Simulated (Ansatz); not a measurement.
A relaxation computed with Ansatz, from input to last step.

```yaml
crystal:
  lattice:
    - [2.8804214335, 0.0, 0.0]
    - [0.0, 2.8447726534, 0.0]
    - [0.0, 0.0, 2.8447726534]
  atoms:
    - { symbol: Al, position: [0.0, 0.0, 0.0] }
    - { symbol: Co, position: [0.5, 0.5, 0.5] }
basis:
  ecutwfc: 420
kpoints:
  mp_grid: { grid: [18, 18, 18] }
hamiltonian:
  xc: pbe
scf:
  occupations: { method: gaussian, width: 0.1 }
output:
  forces: true
  stress: true
  eigenvalues: true
relax:
  adjacent_minimum: "off"
  f_tol: 0.008
  max_steps: 40
  cell: { stress_tol: 0.015, fix: [a, angles] }
```

```bash
ansatz run input.yaml --threads 1 --pin off --max-ram 2560MiB --backend cpu --events-out ev --progress --plain --runs-dir out
```

These are results of DFT PBE, scalar-relativistic, plane waves, PAW (Ansatz), not measurements.

Of 4 frames 3 are shown, positions in Å and forces in eV/Å; the SCF threshold varies from step to step. Steps run on the plane waves of an earlier cell, with a Pulay correction in the pressure. The basis is chosen afresh for the last frame, the zero of the energies, and at times for earlier ones too; energy and pressure step there, also at an unchanged geometry. Spin polarisation was left out; whether the Co atoms would carry moments isn't shown by this run.

```xyz
2
Lattice="2.8804 0.0000 0.0000 0.0000 2.8448 0.0000 0.0000 0.0000 2.8448" Properties=species:S:1:pos:R:3:forces:R:3 pbc="T T T" step=1 free_energy_over_end_meV_per_atom=0.01 pressure_GPa=-0.88
Al    0.0000    0.0000    0.0000    0.0000    0.0000    0.0000
Co    1.4402    1.4224    1.4224    0.0000    0.0000    0.0000
2
Lattice="2.8804 0.0000 0.0000 0.0000 2.8439 0.0000 0.0000 0.0000 2.8439" Properties=species:S:1:pos:R:3:forces:R:3 pbc="T T T" step=2 free_energy_over_end_meV_per_atom=0.00 pressure_GPa=-0.77
Al    0.0000    0.0000    0.0000    0.0000    0.0000    0.0000
Co    1.4402    1.4219    1.4219    0.0000    0.0000    0.0000
2
Lattice="2.8804 0.0000 0.0000 0.0000 2.8433 0.0000 0.0000 0.0000 2.8433" Properties=species:S:1:pos:R:3:forces:R:3 pbc="T T T" step=4 free_energy_over_end_meV_per_atom=0.00 pressure_GPa=-0.70
Al    0.0000    0.0000    0.0000    0.0000    0.0000    0.0000
Co    1.4402    1.4217    1.4217    0.0000    0.0000    0.0000
```

Time: 49 s on 1 thread of Arm Neoverse V1, with other jobs on the host, peak memory 0.47 GiB.